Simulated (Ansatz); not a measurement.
A crystal relaxed with r2SCAN in Ansatz 0.2.0 has space group F-43m (No. 216) and a = 5.388 Å.

```
atom  site       x       y       z
  Xx    4a  0.0000  0.0000  0.0000
   S    4d  0.2500  0.2500  0.7500
```

With r2SCAN the gap is 2.71 eV and direct, at Γ. HSE06 gives a direct gap of 3.38 eV at Γ. Meshes: r2SCAN 8×8×8, HSE06 6×6×6. r2SCAN's ε∞ is 5.4 in all directions.

Question: Which element is Xx?
A. Zn
B. Cd
C. Hg
D. Mg

Answer: A. Xx is Zn: ZnS (zincblende). Zn is surrounded by 4 S at 2.33 Å; S is surrounded by 4 Zn at 2.33 Å.

The values are computed, spin-unpolarised, and not measurements.

The meshes of the hybrids are coarse, so their gaps aren't converged to the digits shown.
